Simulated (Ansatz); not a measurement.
AlN, h-MgO type, relaxed with r2SCAN in the plane-wave code Ansatz. It is hexagonal, P6_3/mmc (No. 194); conventional cell a = 3.292 Å, c = 4.137 Å, 9.71 Å³ an atom. Al is surrounded by 5 N at 1.90–2.07 Å; N is surrounded by 5 Al at 1.90–2.07 Å.

The axes x, y and z are those of this cell:
```
CELL_PARAMETERS angstrom
3.29235 0.00000 0.00000
-1.64617 2.85126 0.00000
0.00000 0.00000 4.13696
ATOMIC_POSITIONS crystal
Al 0.33333 0.66667 0.25000
Al 0.66667 0.33333 0.75000
N 0.66667 0.33333 0.25000
N 0.33333 0.66667 0.75000
```

Unstrained: With PBE the gap is 3.455 eV and direct, at Γ. With r2SCAN the gap is 4.030 eV and direct, at Γ. The HSE06 gap is direct at Γ: 4.739 eV. Meshes: PBE 12×12×6, r2SCAN 12×12×6, HSE06 6×6×4. Strains are changes of length per length, and xy shears are angles. After each strain the atoms were relaxed again with r2SCAN within the symmetry that the strain leaves, so tilts or polar shifts that break it weren't tested; points keep the names that they have in the unstrained zone. The calculation is spin-unpolarised, and the structure need not be a phase that has been made.

(1) Estimate what xy shear, engineering strain (angle) +5.26 % does to the gap.

(2) Estimate what isotropic -3.08 % on every length does to the gap.

Answers

(1) PBE: the gap goes from 3.455 to 3.446 eV (-0.009 eV). r2SCAN: the gap goes from 4.030 to 4.022 eV (-0.008 eV). HSE06: the gap goes from 4.739 to 4.730 eV (-0.009 eV). The r2SCAN energy rises by 7.7 meV an atom.

(2) PBE: the gap goes from 3.455 to 4.143 eV (+0.688 eV). r2SCAN: the gap goes from 4.030 to 4.752 eV (+0.722 eV). HSE06: the gap goes from 4.739 to 5.491 eV (+0.752 eV). The r2SCAN energy rises by 64.2 meV an atom.

The meshes of the hybrids are coarse, so their gaps aren't converged to the digits shown.
